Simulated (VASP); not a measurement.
# KF (Pm-3m) in VASP: reference runs

How does KF come out in PBE? The cell is run as given and disturbed.

Everything below comes from runs of VASP 6.6.1. Logs are shortened: lines on timing, memory, paths and dates and some standing lists are left out, and cuts for length are marked.

## 1. Starting point

The structure is cubic, space group Pm-3m (No. 221). The conventional cell has a = 3.259 Å, b = 3.259 Å, c = 3.259 Å, α = 90.00°, β = 90.00°, γ = 90.00°. K (site symmetry m-3m) has 8 F at 2.82 Å as nearest neighbours. F (site symmetry m-3m) has 8 K at 2.82 Å as nearest neighbours.

The cell comes from a database or a generator and needn't be the stable form of this composition.

## 2. Single point, PBE

INCAR reads:

```
ALGO     = Normal         # electronic algorithm
EDIFF    = 1E-7           # SCF threshold, eV
ENCUT    = 520            # plane-wave cutoff, eV
GGA      = PE             # functional
ISIF     = 2              # what is computed and relaxed
ISMEAR   = -1             # smearing method
LASPH    = T              # aspherical terms in the spheres
LCHARG   = F              # write CHGCAR
LREAL    = F              # projectors in reciprocal space
LWAVE    = F              # write WAVECAR
NBANDS   = 15             # bands
NELM     = 100            # most SCF steps
PREC     = Accurate       # precision mode
SIGMA    = 0.05           # smearing width, eV
```

KPOINTS reads:

```
k-points
0
Gamma
  8 8 8
```

POSCAR reads:

```
KF
1.0
    3.2589550000      0.0000000000      0.0000000000
    0.0000000000      3.2589550000      0.0000000000
    0.0000000000      0.0000000000      3.2589550000
K F
1 1
Direct
    0.0000000000      0.0000000000      0.0000000000
    0.5000000000      0.5000000000      0.5000000000
```

Potentials or basis: VASP PAW PBE potentials, release 64 (K_sv, F).

Launch:

```sh
> cat potpaw_PBE.64/K_sv/POTCAR potpaw_PBE.64/F/POTCAR > POTCAR
> mpirun -np 1 vasp_std > vasp.out
```

OUTCAR:

```text
EDIFF = 1E-7
   ENCUT = 520
   GGA = PE
   ISIF = 2
   ISMEAR = -1
   LASPH = T
   LREAL = F
   NELM = 100
   PREC = Accurate

 ion  position               nearest neighbor table
   1  0.000  0.000  0.000-   2 2.82   2 2.82   2 2.82   2 2.82   2 2.82   2 2.82   2 2.82   2 2.82

   2  0.500  0.500  0.500-   1 2.82   1 2.82   1 2.82   1 2.82   1 2.82   1 2.82   1 2.82   1 2.82

  LATTYP: Found a simple cubic cell.
 ALAT       =     3.2589550000

  Lattice vectors:

 A1 = (   3.2589550000,   0.0000000000,   0.0000000000)
 A2 = (   0.0000000000,   3.2589550000,   0.0000000000)
 A3 = (   0.0000000000,   0.0000000000,   3.2589550000)

Analysis of symmetry for initial positions (statically):
=====================================================================
 Subroutine PRICEL returns:
 Original cell was already a primitive cell.

 Routine SETGRP: Setting up the symmetry group for a
 simple cubic supercell.

 Subroutine GETGRP returns: Found 48 space group operations
 (whereof 48 operations were pure point group operations)
 out of a pool of 48 trial point group operations.

The static configuration has the point symmetry O_h .

Analysis of symmetry for dynamics (positions and initial velocities):
=====================================================================
 Subroutine PRICEL returns:
 Original cell was already a primitive cell.

 Routine SETGRP: Setting up the symmetry group for a
 simple cubic supercell.

 Subroutine GETGRP returns: Found 48 space group operations
 (whereof 48 operations were pure point group operations)
 out of a pool of 48 trial point group operations.

The dynamic configuration has the point symmetry O_h .

 Subroutine INISYM returns: Found 48 space group operations
 (whereof 48 operations are pure point group operations),
 and found     1 'primitive' translations

----------------------------------------------------------------------------------------

                                     Primitive cell

  volume of cell :      34.6127

  direct lattice vectors                    reciprocal lattice vectors
     3.258955000  0.000000000  0.000000000     0.306846827  0.000000000  0.000000000
     0.000000000  3.258955000  0.000000000     0.000000000  0.306846827  0.000000000
     0.000000000  0.000000000  3.258955000     0.000000000  0.000000000  0.306846827

  length of vectors
     3.258955000  3.258955000  3.258955000     0.306846827  0.306846827  0.306846827
[... 99 lines left out ...]
   POTIM  = 0.5000    time-step for ionic-motion
   TEBEG  =    0.0;   TEEND  =   0.0 temperature during run
   PSTRESS=    0.0 pullay stress
   NELECT =      16.0000    total number of electrons
   NUPDOWN=      -1.0000    fix difference up-down
   EMIN   =  10.00;   EMAX   =-10.00  energy-range for DOS
   EFERMI =   0.00;   METHOD = LEGACY
   ISMEAR =    -1;   SIGMA  =   0.05  broadening in eV -4-tet -1-fermi 0-gaus
   EFERMI_NEDOS =   21; number of points for ismear=-14 and -15
   IALGO  =     38    algorithm
   IMIX   =      4    mixing-type and parameters
     AMIX     =   0.40;   BMIX     =  1.00
     AMIX_MAG =   1.60;   BMIX_MAG =  1.00
  volume/ion in A,a.u.               =      17.31       116.79
  Fermi-wavevector in a.u.,A,eV,Ry     =   1.265814  2.392041 21.800402  1.602284
  Thomas-Fermi vector in A             =   2.399047
   LORBIT       =      0    0 simple, 1 ext, 2 COOP (PROOUT), +10 PAW based schemes
   GGA     = PE    functional components
   LHFCALC =     F    Hartree Fock is set to
   AEXX    =    0.0000 exact exchange contribution
   IVDW    =     0    specifies the selected vdW correction
   LEPSILON=     F    determine dielectric tensor
   LRPA    =     F    only Hartree local field effects (RPA)
 non-spin polarized calculation
  energy-cutoff  :      520.00
  volume of cell :       34.61
 maximum number of plane-waves:       952
   NGX = 13   NGY = 13   NGZ = 13

 number of electron      15.9999992 magnetization

 Free energy of the ion-electron system (eV)
  ---------------------------------------------------
  ext. energy  EPLUGINS =         0.00000000
  ---------------------------------------------------
  free energy    TOTEN  =        -8.09364753 eV

  energy without entropy =       -8.09364753  energy(sigma->0) =       -8.09364753

 E-fermi :  -0.8765     XC(G=0):  -9.0242

 val. band max:       -2.0353581645   @ k =   0.5000   0.5000   0.0000
 cond. band min:       4.2205611334   @ k =   0.0000   0.0000   0.0000
 fundamental gap:      6.2559192979
 Fermi energy:        -0.8765017039

 k-point     1 :       0.0000    0.0000    0.0000
  band No.  band energies     occupation
      1     -29.0575      2.00000
      2     -20.9349      2.00000
      3     -12.0892      2.00000
      4     -12.0892      2.00000
      5     -12.0892      2.00000
      6      -2.0877      2.00000
      7      -2.0877      2.00000
      8      -2.0877      2.00000
      9       4.2206      0.00000
     10       6.2533      0.00000
     11       6.2533      0.00000
     12      11.7795      0.00000
     13      11.7795      0.00000
     14      11.7795      0.00000
[... 599 lines left out ...]
      2     -20.7690      2.00000
      3     -12.6626      2.00000
      4     -12.6626      2.00000
      5     -12.6626      2.00000
      6      -3.0655      2.00000
      7      -3.0655      2.00000
      8      -3.0655      2.00000
      9       8.3907      0.00000
     10       8.3907      0.00000
     11       8.3907      0.00000
     12      13.1632      0.00000
     13      13.1632      0.00000
     14      13.1632      0.00000
     15      13.4648      0.00000

------------------------ aborting loop because EDIFF is reached ----------------------------------------

  FORCE on cell =-STRESS in cart. coord.  units (eV):
  Direction    XX          YY          ZZ          XY          YZ          ZX
  --------------------------------------------------------------------------------------
  -------------------------------------------------------------------------------------
  Total       -0.0026346     -0.0026346     -0.0026346     -0.0000000     -0.0000000     -0.0000000
  in kB       -0.1219522     -0.1219522     -0.1219522     -0.0000000     -0.0000000     -0.0000000
  external PRESSURE =      -0.1219522 kB  Pullay stress =       0.0000000 kB

 VOLUME and BASIS-vectors are now :
 -----------------------------------------------------------------------------
  energy-cutoff  :      520.00
  volume of cell :       34.61
      direct lattice vectors                 reciprocal lattice vectors
     3.258955000  0.000000000  0.000000000     0.306846827  0.000000000  0.000000000
     0.000000000  3.258955000  0.000000000     0.000000000  0.306846827  0.000000000
     0.000000000  0.000000000  3.258955000     0.000000000  0.000000000  0.306846827

 POSITION                                       TOTAL-FORCE (eV/Angst)
 -----------------------------------------------------------------------------------
      0.00000      0.00000      0.00000         0.000000      0.000000      0.000000
      1.62948      1.62948      1.62948         0.000000      0.000000      0.000000
 -----------------------------------------------------------------------------------
    total drift:                                0.000000      0.000000     -0.000000

  FREE ENERGIE OF THE ION-ELECTRON SYSTEM (eV)
  ---------------------------------------------------
  free  energy   TOTEN  =        -8.0936475287 eV

  energy  without entropy=       -8.0936475287  energy(sigma->0) =       -8.09364753
```

OSZICAR:

```text
N       E                     dE             d eps       ncg     rms          rms(c)
DAV:   1     0.110559078760E+03    0.11056E+03   -0.84620E+03  1050   0.106E+03
DAV:   2    -0.488116505720E+01   -0.11544E+03   -0.10728E+03  1438   0.288E+02
DAV:   3    -0.920884600851E+01   -0.43277E+01   -0.43140E+01  1291   0.488E+01
DAV:   4    -0.931389183965E+01   -0.10505E+00   -0.10503E+00  1533   0.719E+00
DAV:   5    -0.931591640399E+01   -0.20246E-02   -0.20245E-02  1387   0.783E-01    0.596E+00
DAV:   6    -0.816466384774E+01    0.11513E+01   -0.28093E+00  1120   0.134E+01    0.377E+00
DAV:   7    -0.811822892007E+01    0.46435E-01   -0.64073E-02  1332   0.225E+00    0.199E+00
DAV:   8    -0.809271091802E+01    0.25518E-01   -0.42093E-02  1218   0.212E+00    0.273E-01
DAV:   9    -0.809340856169E+01   -0.69764E-03   -0.26234E-03  1272   0.507E-01    0.112E-01
DAV:  10    -0.809361645323E+01   -0.20789E-03   -0.36304E-04  1288   0.187E-01    0.809E-02
DAV:  11    -0.809365103492E+01   -0.34582E-04   -0.46121E-05  1205   0.724E-02    0.173E-02
DAV:  12    -0.809364761050E+01    0.34244E-05   -0.66259E-06  1346   0.306E-02    0.303E-03
DAV:  13    -0.809364752875E+01    0.81747E-07   -0.76473E-07  1247   0.861E-03
   1 F= -.80936475E+01 E0= -.80936475E+01  d E =-.204101E-10
```

It took 7.9 s on 1 thread of Intel Xeon Platinum 8375C at 2.90GHz (Ice Lake), shared host; peak memory 0.14 GiB.

Results:

- Free energy: -8.0936 eV
- Pressure: 0.0 GPa
- Band gap on the k mesh: 6.26 eV, indirect (least direct gap 6.31 eV)

## 3. Single point, PBE (atoms moved at random, drawn with an rms of 0.05 Å)

INCAR reads:

```
PREC = Accurate
ENCUT = 520
EDIFF = 1E-7
ISMEAR = -1
SIGMA = 0.05
LREAL = False
LASPH = True
NELM = 100
ALGO = Normal
ISIF = 2
LWAVE = False
LCHARG = False
GGA = PE
NBANDS = 15
```

KPOINTS reads:

```
Automatic mesh
0
Gamma
  8 8 8
```

POSCAR reads:

```
KF
1.0
    3.2589550000      0.0000000000      0.0000000000
    0.0000000000      3.2589550000      0.0000000000
    0.0000000000      0.0000000000      3.2589550000
K F
1 1
Direct
   -0.0011440000      0.0091140000     -0.0103870000
    0.5052220000      0.4918970000      0.4872750000
```

Potentials or basis: VASP PAW PBE potentials, release 64 (K_sv, F).

Launch:

```sh
> cat potpaw_PBE.64/K_sv/POTCAR potpaw_PBE.64/F/POTCAR > POTCAR
> mpirun -np 1 vasp_std > vasp.out
```

Run time: 90 s. Hardware: 1 thread of Intel Xeon Platinum 8375C at 2.90GHz (Ice Lake), shared host; peak memory 0.23 GiB.

Results (log left out):

| Property | Result |
| --- | --- |
| Free energy | -8.0922 eV |
| Pressure | 0.0 GPa |
| Largest force | 0.047 eV/Å |
| Band gap on the k mesh | 6.26 eV, indirect (least direct gap 6.31 eV) |

Forces in eV/Å, atoms in the order of the input:
```
K    0.017 -0.044 -0.006
F   -0.017  0.044  0.006
```

Levels at points of the mesh, in eV from the valence-band top:
| k point | band 6 | band 7 | band 8 | band 9 | band 10 | band 11 |
| --- | --- | --- | --- | --- | --- | --- |
| (0.00, 0.00, 0.00) | -0.05 | -0.05 | -0.05 | 6.26 | 8.29 | 8.30 |
| (0.50, 0.00, 0.00) | -1.22 | -0.16 | -0.16 | 9.28 | 9.35 | 10.85 |
| (0.00, 0.50, 0.00) | -1.22 | -0.16 | -0.16 | 9.28 | 9.36 | 10.86 |
| (0.00, 0.00, 0.50) | -1.22 | -0.16 | -0.16 | 9.28 | 9.35 | 10.85 |
| (0.50, 0.50, 0.00) | -0.61 | -0.61 | 0.00 | 8.46 | 8.98 | 11.86 |
| (0.00, 0.50, 0.50) | -0.61 | -0.61 | 0.00 | 8.46 | 8.98 | 11.86 |
| (0.50, 0.00, 0.50) | -0.61 | -0.61 | 0.00 | 8.47 | 8.98 | 11.86 |
| (0.50, 0.50, 0.50) | -1.03 | -1.03 | -1.03 | 10.42 | 10.42 | 10.43 |
